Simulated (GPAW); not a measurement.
Write an ASE script for GPAW 26.7.0 that does the following.

- Task: dielectric tensor
- Functional: LDA
- Potentials or basis: the program's PAW data sets (release 1.2.1) made for this functional
- Cutoff: 450 eV
- Basis: pw
- k mesh: 7 × 7 × 4
- Occupations: fermi-dirac, width 0.001 eV
- Spin: no spin polarisation
- Response ecut: 80 eV
- Maxiter: 150
- Response k mesh: 16 × 16 × 8
- Response bands: 48
- Kernels: ["RPA", "LR0.1", "ALDA"]
- Coarser k mesh: 11 × 11 × 6

The system is Si.

```xyz
4
Lattice="3.8313 0.0000 0.0000 -1.9157 3.3180 0.0000 0.0000 0.0000 6.3326" Properties=species:S:1:pos:R:3 pbc="T T T"
Si    1.9157    1.1060    5.9336
Si    0.0000    2.2120    2.7673
Si    1.9157    1.1060    3.5653
Si    0.0000    2.2120    0.3990
```

This isn't the form of Si at room conditions, which is diamond.

The input as run:

run.py

```python
import numpy as np
from ase import Atoms
from ase.dft.bandgap import bandgap
from ase.io import write
from gpaw import GPAW, PW
from gpaw.response.df import DielectricFunction

atoms = Atoms(['Si', 'Si', 'Si', 'Si'],
              cell=[[3.8313174605, 0.0, 0.0],
                    [-1.9156587303, 3.3180182508, 0.0],
                    [0.0, 0.0, 6.3326220002]],
              scaled_positions=[[0.6666666667, 0.3333333333, 0.9369905],
                                [0.3333333333, 0.6666666667, 0.4369905],
                                [0.6666666667, 0.3333333333, 0.5630095],
                                [0.3333333333, 0.6666666667, 0.0630095]],
              pbc=True)

calc = GPAW(mode=PW(450),
            xc='LDA',
            kpts={'size': (7, 7, 4), 'gamma': True},
            occupations={'name': 'fermi-dirac', 'width': 0.001},
            nbands=18,
            convergence={'density': 1e-06},
            maxiter=150,
            txt='gpaw.txt')
atoms.calc = calc
energy = atoms.get_potential_energy()
calc.write('gs.gpw')
write('result.traj', atoms)
print(f'Energy: {energy:.6f} eV')
print('Fermi level:', round(calc.get_fermi_level(), 4), 'eV')
print(f'Gap: {bandgap(calc)[0]:.4f} eV, direct: {bandgap(calc, direct=True)[0]:.4f} eV')

for size in [(11, 11, 6), (16, 16, 8)]:
    name = 'x'.join(str(n) for n in size)
    dense = calc.fixed_density(kpts={'size': size, 'gamma': True},
                               nbands=54, convergence={'bands': 48, 'eigenstates': 1e-7},
                               update_fermi_level=True, txt=f'dense-{name}.txt')
    dense.write(f'{name}.gpw', mode='all')
    df = DielectricFunction(f'{name}.gpw', frequencies=np.array([0.0]), hilbert=False, eta=0.001,
                            ecut=80, nbands=48, intraband=False, txt=f'df-{name}.txt')
    for xc in ['RPA', 'LR0.1', 'ALDA']:
        for direction in ['x', 'y', 'z', [0, 1, 1], [1, 0, 1], [1, 1, 0]]:
            e0, e = df.get_macroscopic_dielectric_constant(xc=xc, direction=direction)
            print(f'{name} {xc} {direction}: {e0:.4f} without, {e:.4f} with local fields')
```

Potentials or basis: the program's PAW data sets (release 1.2.1) made for this functional, pw.

Command:

```sh
$ OMP_NUM_THREADS=1 python run.py
```

Results of the run:

The band gap on the k mesh is 0.38 eV, indirect (least direct gap 0.92 eV) and the electronic dielectric tensor (diagonal) is 12.25, 12.25, 13.30.

Caveat: the gap is small at this level, which inflates the dielectric constant; the long-wavelength limit can be off by a per cent or two.

Run time: 11 min on 1 thread of Arm Neoverse V1, on a shared host, peak memory 1.4 GiB.
